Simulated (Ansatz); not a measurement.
# GaH2N: the cost of one run

Method: DFT PBEsol, scalar-relativistic, plane waves, PAW, in Ansatz 0.2.0.

2 further runs of the same task are left out: 2 set aside as unsound or not needed.

### 1 The starting structure

Symmetry: F-43m, No. 216, cubic system. The conventional cell has a = 4.498 Å, b = 4.498 Å, c = 4.498 Å, α = 90.00°, β = 90.00°, γ = 90.00°. Ga (site symmetry -43m) has 4 N at 1.95 Å as nearest neighbours. N (site symmetry -43m) has 4 Ga at 1.95 Å as nearest neighbours.

Coordinates:

```cif
data_structure
_symmetry_space_group_name_H-M 'F-43m'
_symmetry_Int_Tables_number 216
_cell_length_a 4.4982
_cell_length_b 4.4982
_cell_length_c 4.4982
_cell_angle_alpha 90.000
_cell_angle_beta 90.000
_cell_angle_gamma 90.000
_cell_volume 91.02
loop_
_atom_site_label
_atom_site_type_symbol
_atom_site_symmetry_multiplicity
_atom_site_Wyckoff_symbol
_atom_site_fract_x
_atom_site_fract_y
_atom_site_fract_z
_atom_site_occupancy
Ga1 Ga 4 a 0.00000 0.00000 0.00000 1
N1 N 4 c 0.25000 0.25000 0.25000 1
```

It goes back to an entry of the Materials Project.

It is the result of an earlier relaxation at this level (volume 11.38 Å³/atom; gap on the mesh: 1.70 eV).

### 2 The [001] wire, 16 host atoms a period with H caps

The wire is cut from the relaxed crystal, periodic along c with vacuum across. Atoms and period relax; energies count from the bulk, -2061.4175 eV an atom. Each H cap counts from half an H2 molecule (-15.609 eV in a separate run).

The cell holds 8 Ga, 8 N, 16 H: a = 17.600 Å, b = 17.200 Å, c = 4.498 Å, α = 90.00°, β = 90.00°, γ = 90.00°.

### 3 Relaxation

Pressure and volume refer to the whole cell with its vacuum; only the period along c may change.

input.yaml

```yaml
crystal:
  lattice:
    - [17.6, 0.0, 0.0]
    - [0.0, 17.2, 0.0]
    - [0.0, 0.0, 4.4982301444]
  atoms:
    - { symbol: Ga, position: [0.3083140563, 0.5, 0.0] }
    - { symbol: Ga, position: [0.5638953146, 0.5, 0.0] }
    - { symbol: "N", position: [0.3722093709, 0.5653812521, 0.25] }
    - { symbol: "N", position: [0.6277906291, 0.5653812521, 0.25] }
    - { symbol: Ga, position: [0.5638953146, 0.3692374958, 0.5] }
    - { symbol: Ga, position: [0.5638953146, 0.6307625042, 0.5] }
    - { symbol: "N", position: [0.3722093709, 0.4346187479, 0.75] }
    - { symbol: "N", position: [0.6277906291, 0.4346187479, 0.75] }
    - { symbol: Ga, position: [0.4361046854, 0.5, 0.5] }
    - { symbol: Ga, position: [0.6916859437, 0.5, 0.5] }
    - { symbol: "N", position: [0.5, 0.3038562437, 0.75] }
    - { symbol: "N", position: [0.5, 0.5653812521, 0.75] }
    - { symbol: Ga, position: [0.4361046854, 0.3692374958, 0.0] }
    - { symbol: Ga, position: [0.4361046854, 0.6307625042, 0.0] }
    - { symbol: "N", position: [0.5, 0.4346187479, 0.25] }
    - { symbol: "N", position: [0.5, 0.6961437563, 0.25] }
    - { symbol: H, position: [0.256811788, 0.5526999955, 0.7984896518] }
    - { symbol: H, position: [0.256811788, 0.4473000045, 0.2015103482] }
    - { symbol: H, position: [0.3387492985, 0.5996194657, 0.3809175511] }
    - { symbol: H, position: [0.6612507015, 0.5996194657, 0.1190824489] }
    - { symbol: H, position: [0.6153975829, 0.3165375003, 0.2984896518] }
    - { symbol: H, position: [0.6153975829, 0.6834624997, 0.7015103482] }
    - { symbol: H, position: [0.3387492985, 0.4003805343, 0.6190824489] }
    - { symbol: H, position: [0.6612507015, 0.4003805343, 0.8809175511] }
    - { symbol: H, position: [0.743188212, 0.5526999955, 0.7015103482] }
    - { symbol: H, position: [0.743188212, 0.4473000045, 0.2984896518] }
    - { symbol: H, position: [0.5334600724, 0.2696180301, 0.8809175511] }
    - { symbol: H, position: [0.4665399276, 0.2696180301, 0.6190824489] }
    - { symbol: H, position: [0.3846024171, 0.3165375003, 0.2015103482] }
    - { symbol: H, position: [0.3846024171, 0.6834624997, 0.7984896518] }
    - { symbol: H, position: [0.5334600724, 0.7303819699, 0.1190824489] }
    - { symbol: H, position: [0.4665399276, 0.7303819699, 0.3809175511] }
basis:
  ecutwfc: 420
kpoints:
  mp_grid: { grid: [1, 1, 7] }
hamiltonian:
  xc: pbesol
scf:
  occupations: { method: gaussian, width: 0.05 }
output:
  forces: true
  stress: true
  eigenvalues: true
  populations: true
  write_density: true
  write_potential: true
  elf: true
  volumetric_format: npy
relax:
  adjacent_minimum: "off"
  f_tol: 0.02
  max_steps: 45
  cell: { fix: [a, b, alpha, beta, gamma], stress_tol: 0.03 }
```

Command:

```bash
$ ansatz run input.yaml --threads 4 --pin off --max-ram 11264MiB --backend cpu --events-out ev --progress --plain --runs-dir out
```

**Question.** How long does this run take on 4 threads of Intel Xeon Platinum 8488C (Sapphire Rapids), shared host, and how much memory does it need?

About 2.4 min, with a peak of 2.9 GiB.
